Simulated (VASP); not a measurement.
# Ca8H15 (a cell with a defect) in VASP: further runs, part 2 of 2

VASP 6.6.1. Earlier steps stand in the parts before.

**3. Single point, PBEsol**

Input file INCAR:

```
SYSTEM = Ca8H15
PREC     = Accurate       ! precision mode
ENCUT    = 520            ! plane-wave cutoff, eV
EDIFF    = 1E-7           ! SCF threshold, eV
ISMEAR   = -1             ! smearing method
SIGMA    = 0.05           ! smearing width, eV
LREAL    = Auto         
LASPH    = .True.         ! aspherical terms in the spheres
NELM     = 80             ! most SCF steps
ALGO     = Fast           ! electronic algorithm
ISIF     = 2              ! what is computed and relaxed
LWAVE    = .False.        ! write WAVECAR
LCHARG   = .False.        ! write CHGCAR
GGA      = PS             ! functional
NBANDS   = 64             ! bands
NELECT   = 96.0
```

Input file KPOINTS:

```
Automatic mesh
0
Gamma
  2 2 2
  0 0 0
```

Input file POSCAR:

```
Ca8H15
1.0
   -6.0435000000     -3.6526200000      0.0000000000
    6.0435000000     -3.6526200000      0.0000000000
    0.0000000000      0.0000000000      6.9115200000
Ca H
8 15
Direct
    0.2507568268      0.5034415294      0.1211021599
    1.0141816150      0.2419304361      0.6004757275
   -0.0136586703      0.7540587120      0.3884239646
    0.7418790124      0.5177373726      0.9031732528
    0.7365851925      0.9759663458      0.1270487534
    0.5123260855      0.7858927273      0.5850666713
    0.5146616242      0.2519661663      0.3839531680
    0.2070216819     -0.0087804195      0.8835972405
    0.0260167611      0.1829291463      0.9616842605
    0.9457105006      0.7834866237      0.0876652314
    0.7895235481      0.4388823633      0.5693682432
    0.8583244391      0.8603596836      0.7314310022
    0.7856050637      0.3326059738      0.1672135796
    0.1300532972      0.6251306530      0.8870697039
    0.0582790315      0.0951450860      0.3237348658
    0.6950138513      0.0606628958      0.4346800704
    0.5354184998      0.7359976344      0.9379268236
    0.4354404619      0.2477677557      0.0983285876
    0.3289511832      0.9976034543      0.5953104382
    0.4171004470      0.3967810956      0.7059807394
    0.2745630158      0.8466321810      0.2227729935
    0.6534616329      0.1287987720      0.7618873996
    0.6453023478      0.6834424984      0.3313598167
```

Potentials or basis: VASP PAW PBE potentials, release 64 (Ca_sv, H).

Run with:

```bash
$ cat potpaw_PBE.64/Ca_sv/POTCAR potpaw_PBE.64/H/POTCAR > POTCAR
$ mpirun -np 1 vasp_std > vasp.out
```

Run time: 8.9 min. Hardware: 1 thread of Intel Xeon 6975P-C (Granite Rapids), shared host; peak memory 0.4 GiB.

The run converged. Its results:

```
Free energy            : -73.9957 eV
Largest force          : 1.376 eV/Å
Band gap on the k mesh : 0.34 eV, indirect (least direct gap 0.41 eV)
```

Forces on the atoms (eV/Å):
```
Ca  -0.131  0.510 -0.237
Ca   1.037  0.125  0.396
Ca  -0.713  0.019  0.684
Ca  -0.388  0.867 -0.525
Ca   0.269 -0.922 -0.125
Ca   0.026  0.763  1.145
Ca   0.072  0.082  0.997
Ca  -0.418 -0.503  0.964
H   -0.156 -0.366 -0.409
H    0.526  0.076 -0.274
H    0.087 -0.569  0.086
H   -0.263 -0.226 -0.470
H   -0.099 -0.446  0.007
H    0.306  0.139 -0.494
H   -0.041 -0.097  0.080
H    0.027 -0.298 -0.445
H   -0.348  0.502 -0.106
H    0.732 -0.208 -0.827
H    0.100  0.702 -0.373
H    0.075  0.254 -0.054
H   -0.557 -0.654 -0.305
H   -0.103  0.028  0.454
H   -0.039  0.222 -0.170
```

Levels at points of the mesh, in eV from the valence-band top:
```csv
k point,band 44,band 45,band 46,band 47,band 48,band 49,band 50,band 51,band 52,band 53
"(0.00, 0.00, 0.00)",-3.53,-3.46,-3.21,-2.30,-0.09,0.34,0.43,0.59,0.86,1.17
"(0.50, 0.00, 0.00)",-3.43,-3.24,-3.07,-2.40,-0.02,0.39,0.65,0.90,0.99,1.18
"(0.00, 0.50, 0.00)",-3.44,-3.31,-2.98,-2.52,-0.05,0.48,0.69,0.83,0.98,1.15
"(0.50, 0.50, 0.00)",-3.50,-3.29,-2.89,-2.39,-0.05,0.68,0.84,0.90,1.13,1.25
"(0.00, 0.00, 0.50)",-3.72,-3.53,-2.80,-2.44,-0.22,0.48,0.75,0.88,1.03,1.17
"(0.50, 0.00, 0.50)",-3.28,-3.16,-2.96,-2.50,-0.04,0.83,0.94,1.00,1.07,1.25
"(0.00, 0.50, 0.50)",-3.26,-3.12,-2.95,-2.47,0.00,0.77,0.89,1.03,1.14,1.17
"(0.50, 0.50, 0.50)",-3.38,-3.07,-2.85,-2.42,-0.03,0.65,0.90,1.03,1.11,1.30
```

Caveat: the k mesh is coarse (spacing up to 0.50 Å⁻¹), so the values aren't converged; the cell carries a net charge on a neutralising background, which shifts energy and pressure; the cell is charged against a uniform background, so pressure and absolute levels hang on convention; the PAW data sets were made with another functional, which shifts forces and pressure a little. Expect the measured gap to be larger: semilocal functionals such as PBEsol lack the derivative discontinuity.

**4. Single point, PBEsol**

Input file INCAR:

```
SYSTEM = Ca8H15
PREC = Accurate ; ENCUT = 520
EDIFF = 1E-7 ; ISMEAR = -1
SIGMA = 0.05 ; LREAL = Auto
LASPH = .TRUE. ; NELM = 100
ALGO = Fast ; ISIF = 2
LWAVE = .FALSE. ; LCHARG = .TRUE.
GGA = PS ; LELF = .TRUE.
LVHAR = .TRUE. ; NELECT = 96.0
NBANDS = 64
```

Input file KPOINTS:

```
Automatic mesh
0
G
  2 2 2
  0 0 0
```

Input file POSCAR:

```
Ca8H15
1.0
   -6.0435000000     -3.6526200000      0.0000000000
    6.0435000000     -3.6526200000      0.0000000000
    0.0000000000      0.0000000000      6.9115200000
Ca H
8 15
Direct
    0.2514825160      0.5093959767      0.1319825451
    1.0057479832      0.2376334800      0.5951657523
   -0.0127633833      0.7466475541      0.3866443272
    0.7421283773      0.5111364025      0.9062984698
    0.7432470703      0.9733289765      0.1286547677
    0.5131364742      0.7934872643      0.5885536033
    0.5249252609      0.2690801380      0.3822458736
    0.2010401666     -0.0081101602      0.8913234715
    0.0878187848      0.1844515307      0.9821139199
    0.9009253354      0.8022904384      0.0893435887
    0.8202663243      0.4415950245      0.5759080492
    0.8990430752      0.8535892819      0.6707497048
    0.8760030295      0.3921277917      0.2016922471
    0.1008499049      0.6599464549      0.9018566104
    0.0655867020      0.0706168998      0.3420376415
    0.7086524679      0.0587145180      0.4356060606
    0.5241019550      0.6323008463      0.9593403477
    0.4694438628      0.2997574228      0.0394124592
    0.2648433156      0.9027021723      0.5831134107
    0.3272185895      0.3615199050      0.6494808667
    0.4068495888      0.9666576471      0.2129198787
    0.6866891223      0.0800208010      0.8527791282
    0.6076016390      0.6070059577      0.3613821562
```

Run with:

```bash
$ cat potpaw_PBE.64/Ca_sv/POTCAR potpaw_PBE.64/H/POTCAR > POTCAR
$ mpirun -np 1 vasp_std > vasp.out
```

Wall time 9.4 min (1 thread of Intel Xeon 6975P-C (Granite Rapids), shared host); peak memory 0.42 GiB.

It converged, with:

```
Free energy            : -73.4705 eV
Largest force          : 1.535 eV/Å
Band gap on the k mesh : 0.16 eV, indirect (least direct gap 0.36 eV)
```

Forces on the atoms (eV/Å):
```
Ca  -0.199  0.708 -0.412
Ca   0.844  0.441  0.272
Ca  -0.926  0.141  0.336
Ca  -0.631 -0.238 -0.646
Ca   0.686 -0.514  0.118
Ca  -0.562  1.061  0.958
Ca  -0.022  0.628  0.283
Ca  -0.923 -0.762  0.047
H    1.252  0.124 -0.095
H   -0.776 -0.120 -0.250
H    0.131  0.099  0.239
H    0.342  0.108  0.240
H    0.219  0.101 -0.090
H   -0.668  0.219  0.162
H    0.379 -0.468 -0.179
H    0.276 -0.261 -0.329
H    0.597 -0.826 -0.336
H    0.258  0.583  0.687
H    0.048 -0.556  0.108
H   -0.802 -0.698  0.171
H   -0.299  0.621 -0.278
H    0.409  0.039 -0.660
H    0.369 -0.429 -0.348
```

Levels at points of the mesh, in eV from the valence-band top:
```
           k point  band 46  band 47  band 48  band 49  band 50  band 51
(0.00, 0.00, 0.00)    -3.34    -3.26    -0.29     0.16     0.38     0.40
(0.50, 0.00, 0.00)    -3.44    -3.05    -0.15     0.28     0.57     0.68
(0.00, 0.50, 0.00)    -3.39    -3.18    -0.17     0.42     0.51     0.60
(0.50, 0.50, 0.00)    -3.22    -2.75    -0.15     0.32     0.55     0.66
(0.00, 0.00, 0.50)    -3.35    -3.07    -0.47     0.44     0.67     0.72
(0.50, 0.00, 0.50)    -3.32    -3.00    -0.08     0.53     0.67     0.76
(0.00, 0.50, 0.50)    -3.29    -3.09    -0.12     0.50     0.68     0.88
(0.50, 0.50, 0.50)    -3.06    -2.87     0.00     0.36     0.48     0.66
```

Caveat: the k mesh is coarse (spacing up to 0.50 Å⁻¹), so the values aren't converged; the cell carries a net charge on a neutralising background, which shifts energy and pressure; the cell is charged against a uniform background, so pressure and absolute levels hang on convention; the PAW data sets were made with another functional, which shifts forces and pressure a little.

**5. Single point, PBEsol**

Input file INCAR:

```
SYSTEM = Ca8H15
ALGO = Fast
EDIFF = 1E-6
ENCUT = 520
GGA = PS
ISIF = 2
ISMEAR = -1
LASPH = .True.
LCHARG = .True.
LELF = .True.
LREAL = Auto
LVHAR = .True.
LWAVE = .False.
NBANDS = 64
NELECT = 96.0
NELM = 100
PREC = Accurate
SIGMA = 0.05
```

Input file KPOINTS:

```
k-points
0
Gamma
  2 2 2
  0 0 0
```

Input file POSCAR:

```
Ca8H15
1.0
   -6.0435000000     -3.6526200000      0.0000000000
    6.0435000000     -3.6526200000      0.0000000000
    0.0000000000      0.0000000000      6.9115200000
Ca H
8 15
Direct
    0.2515370979      0.5057275505      0.1411845730
    1.0114112621      0.2473837946      0.5896676853
    0.0253041415      0.7623770298      0.3973221520
    0.7188227249      0.4981393461      0.8966479154
    0.7385984102      0.9633853714      0.1549586777
    0.4932232610      0.7875560152      0.6091568859
    0.5221765051      0.2640810306      0.3798730236
    0.2088875803     -0.0299475318      0.9006123110
   -0.0571707005      0.1247933932      0.9509919670
    0.9378769235      0.7313906159      0.1109162673
    0.7833897046      0.3991587127      0.6213539135
    0.8505195427      0.8245246722      0.7268878626
    0.8205471700      0.3192648005      0.2791281802
    0.1696257888      0.5362510887      0.7768334607
    0.1979124192      0.1716031614      0.3002812695
    0.5971933539      0.0360781061      0.3906376600
    0.5067008926      0.7317526011      0.9524388268
    0.4040702856      0.3471165337      0.0781883001
    0.3419885136      1.0143803395      0.5762263583
    0.4528663189      0.3647385784      0.6804002593
    0.3420741905      0.8566270158      0.2090422946
    0.6073638558      0.1722682986      0.7949626131
    0.6525837751      0.6231306436      0.3969749057
```

Potentials or basis: VASP PAW PBE potentials, release 64 (Ca_sv, H).

Run with:

```bash
$ cat potpaw_PBE.64/Ca_sv/POTCAR potpaw_PBE.64/H/POTCAR > POTCAR
$ mpirun -np 1 vasp_std > vasp.out
```

OUTCAR:

```text
SYSTEM = Ca8H15
   EDIFF = 1E-6
   ENCUT = 520
   GGA = PS
   ISIF = 2
   ISMEAR = -1
   LASPH = .True.
   LREAL = Auto
   NELECT = 96.0
   NELM = 100
   PREC = Accurate

 ion  position               nearest neighbor table
   1  0.252  0.506  0.141-  18 1.93
   2  0.011  0.247  0.590-
   3  0.025  0.762  0.397-
   4  0.719  0.498  0.897-
   5  0.739  0.963  0.155-   9 1.96
   6  0.493  0.788  0.609-
   7  0.522  0.264  0.380-  16 1.92
   8  0.209  0.970  0.901-
   9  0.943  0.125  0.951-   5 1.96
  10  0.938  0.731  0.111-
  11  0.783  0.399  0.621-
  12  0.851  0.825  0.727-
  13  0.821  0.319  0.279-
  14  0.170  0.536  0.777-
  15  0.198  0.172  0.300-
  16  0.597  0.036  0.391-   7 1.92
  17  0.507  0.732  0.952-
  18  0.404  0.347  0.078-   1 1.93
  19  0.342  0.014  0.576-
  20  0.453  0.365  0.680-
[... 213 lines left out ...]

  energy without entropy =      -71.25166900  energy(sigma->0) =      -71.26633195

 E-fermi :   2.9309     XC(G=0):  -9.0028

 val. band max:        2.8711481360   @ k =   0.0000   0.5000   0.5000
 cond. band min:       2.9925517178   @ k =   0.0000   0.5000   0.0000
 fundamental gap:      0.1214035818
 Fermi energy:         2.9309267657

 k-point     1 :       0.0000    0.0000    0.0000
  band No.  band energies     occupation
      1     -39.2550      2.00000
      2     -38.8286      2.00000
      3     -38.4360      2.00000
      4     -38.4043      2.00000
      5     -38.3957      2.00000
      6     -38.3281      2.00000
[... 493 lines left out ...]
     59       5.0650      0.00000
     60       5.2636      0.00000
 [bands above 60 left out]

------------------------ aborting loop because EDIFF is reached ----------------------------------------

  FORCE on cell =-STRESS in cart. coord.  units (eV):
  Direction    XX          YY          ZZ          XY          YZ          ZX
  --------------------------------------------------------------------------------------
  -------------------------------------------------------------------------------------
  Total        0.9716017      2.2779518      2.3685289      0.5779796      0.2897682      0.9786139
  in kB        5.1015514     11.9607534     12.4363431      3.0347751      1.5214744      5.1383699
  external PRESSURE =       9.8328826 kB  Pullay stress =       0.0000000 kB

 VOLUME and BASIS-vectors are now :
 -----------------------------------------------------------------------------
  energy-cutoff  :      520.00
  volume of cell :      305.14
      direct lattice vectors                 reciprocal lattice vectors
    -6.043500000 -3.652620000  0.000000000    -0.082733515 -0.136888042  0.000000000
     6.043500000 -3.652620000  0.000000000     0.082733515 -0.136888042  0.000000000
     0.000000000  0.000000000  6.911520000     0.000000000  0.000000000  0.144685974

 POSITION                                       TOTAL-FORCE (eV/Angst)
 -----------------------------------------------------------------------------------
      1.53620     -2.76600      0.97580         0.729686      0.851390     -0.596919
      1.42610     -0.94528      4.07550         0.644337     -0.138826      0.455448
      4.45450     -2.87710      2.74610        -0.444138      0.254724      1.089593
     -1.33370     -4.44510      6.19720        -0.024761      0.600625     -0.363595
      1.35850     -6.21670      1.07100         0.391703      0.657460      0.030926
      1.77880     -4.67820      4.21020        -0.689655      0.369471      0.689208
[... 15 lines left out ...]
     -2.62950     -2.84770      5.49440        -0.550342      0.816767      0.575989
     -0.17800     -4.65970      2.74370         0.617787     -0.392112     -0.517100
 -----------------------------------------------------------------------------------
    total drift:                                0.000561     -0.000408     -0.001201

  FREE ENERGIE OF THE ION-ELECTRON SYSTEM (eV)
  ---------------------------------------------------
  free  energy   TOTEN  =       -71.2809948971 eV

  energy  without entropy=      -71.2516690030  energy(sigma->0) =      -71.26633195
```

OSZICAR:

```text
N       E                     dE             d eps       ncg     rms          rms(c)
DAV:   1     0.947107878264E+03    0.94711E+03   -0.45832E+04  1024   0.142E+03
DAV:   2    -0.868080244014E+01   -0.95579E+03   -0.93036E+03  1056   0.435E+02
DAV:   3    -0.696203919221E+02   -0.60940E+02   -0.59890E+02  1432   0.930E+01
[... 16 lines left out ...]
RMM:  20    -0.712809872159E+02   -0.74432E-05   -0.67003E-05  1827   0.206E-02    0.654E-03
RMM:  21    -0.712809911620E+02   -0.39461E-05   -0.35753E-05  1751   0.150E-02    0.788E-03
RMM:  22    -0.712809934877E+02   -0.23256E-05   -0.19745E-05  1632   0.114E-02    0.739E-03
RMM:  23    -0.712809942310E+02   -0.74333E-06   -0.11958E-05  1473   0.925E-03    0.101E-02
RMM:  24    -0.712809948971E+02   -0.66605E-06   -0.75159E-06  1245   0.735E-03
   1 F= -.71280995E+02 E0= -.71266332E+02  d E =-.293259E-01
```

Run time: 8.4 min. Hardware: 1 thread of Intel Xeon 6975P-C (Granite Rapids), shared host; peak memory 0.41 GiB.

What came out:

| Item | Value |
| --- | --- |
| Free energy | -71.2810 eV |
| Largest force | 1.751 eV/Å |
| Band gap on the k mesh | 0.12 eV, indirect (least direct gap 0.15 eV) |

Forces on the atoms (eV/Å):
```
Ca   0.730  0.851 -0.597
Ca   0.644 -0.139  0.455
Ca  -0.444  0.255  1.090
Ca  -0.025  0.601 -0.364
Ca   0.392  0.657  0.031
Ca  -0.690  0.369  0.689
Ca   1.150 -0.276  0.859
Ca   0.252 -0.928  0.249
H   -0.544 -1.381 -0.742
H    0.355 -0.279 -0.693
H   -0.085 -0.661 -0.617
H   -0.249 -0.411 -0.334
H   -0.531 -0.908 -0.834
H    0.689 -0.322  0.340
H    0.675  1.018  0.211
H   -1.588 -0.138  0.723
H   -0.371 -0.171 -0.161
H   -1.576 -0.222 -0.398
H    0.063  1.269  0.326
H    0.751  0.328  0.012
H    0.334  0.063 -0.306
H   -0.550  0.817  0.576
H    0.618 -0.392 -0.517
```

Caveat: the k mesh is coarse (spacing up to 0.50 Å⁻¹), so the values aren't converged; the cell carries a net charge on a neutralising background, which shifts energy and pressure; the cell is charged against a uniform background, so pressure and absolute levels hang on convention; the PAW data sets were made with another functional, which shifts forces and pressure a little. As with any semilocal functional, this PBEsol gap is likely too small.
